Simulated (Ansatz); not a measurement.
# Ta2N: properties at the relaxed cell

An exercise on one series of results from a longer session: the logs are not shown, and one member is left open.

Program: Ansatz 0.2.0. Level of theory: DFT PBE, scalar-relativistic, plane waves, PAW. These are calculated values, not measurements.

1 further run of the same task is left out (set aside as unsound or not needed).

### The starting structure

Symmetry: P-3m1, No. 164, trigonal system. The conventional cell has a = 3.101 Å, b = 3.101 Å, c = 4.882 Å, α = 90.00°, β = 90.00°, γ = 120.00°. Ta (site symmetry 3m) is surrounded by 3 N at 2.18 Å. N (site symmetry -3m) is surrounded by 6 Ta at 2.18 Å.

Coordinates:

```
CELL_PARAMETERS angstrom
3.10114 0.00000 0.00000
-1.55057 2.68567 0.00000
0.00000 0.00000 4.88189
ATOMIC_POSITIONS crystal
Ta 0.66667 0.33333 0.74491
Ta 0.33333 0.66667 0.25509
N 0.00000 0.00000 0.00000
```

It goes back to an entry of the Materials Project, which need not be the stable form.

This cell was relaxed beforehand with the same method: volume 13.55 Å³/atom, gap on the mesh none (metal).

The first run:

The input, input.yaml:

```yaml
crystal:
  lattice:
    - [3.112861506, 0.0, 0.0]
    - [-1.556430753, 2.6958171426, 0.0]
    - [0.0, 0.0, 4.869841]
  atoms:
    - { symbol: Ta, position: [0.66666667, 0.33333333, 0.745289], spin: 1.0 }
    - { symbol: Ta, position: [0.33333333, 0.66666667, 0.254711], spin: 1.0 }
    - { symbol: "N", position: [0.0, 0.0, 0.0] }
basis:
  ecutwfc: 420
kpoints:
  mp_grid: { grid: [6, 6, 4] }
hamiltonian:
  xc: pbe
scf:
  occupations: { method: gaussian, width: 0.1 }
  lower_state_search: "off"
output:
  forces: true
  stress: true
  eigenvalues: true
  populations: true
magnetization:
  spin_polarized: true
```

On the command line:

```
$ ansatz run input.yaml --threads 1 --pin off --max-ram 2560MiB --backend cpu --events-out ev --progress --plain --runs-dir out
```

Steps of the session up to this table: Bands, states and charges; Electronic structure at the relaxed geometry; Point at V/V0 = 0.97; Point at V/V0 = 1.03; Point at V/V0 = 0.94; The cell scaled to 1.06 of its volume.

One of the session's tables, all rows but one given; the rest of the session is left out.

It belongs to the step «Fit of the equation of state». 

```
volume (Å³/atom)  energy above the lowest point (meV/atom)  pressure (GPa)
          12.740                                      45.8           19.18
          13.147                                         ?               ?
          13.553                                       0.0           -0.01
          13.960                                       9.7           -7.41
          14.366                                      36.6          -13.62
```

Q: Estimate the row for volume (Å³/atom) = 13.147 from the others.

Worked estimate for «energy above the lowest point (meV/atom)». A straight line through the neighbours (12.740, 45.8) and (13.553, 0.0) gives 45.8 + (0.0 − 45.8) × (13.147 − 12.740) / (13.553 − 12.740) = 22.9; a parabola fitted to 3 rows on both sides gives 12.0.

**Answer.** energy above the lowest point (meV/atom): 10.7; pressure (GPa): 8.79. In «energy above the lowest point (meV/atom)» the line misses by +12.2 and the parabola by +1.3.

Limits of these values: Warnings in the runs' records: seeded moment not kept.
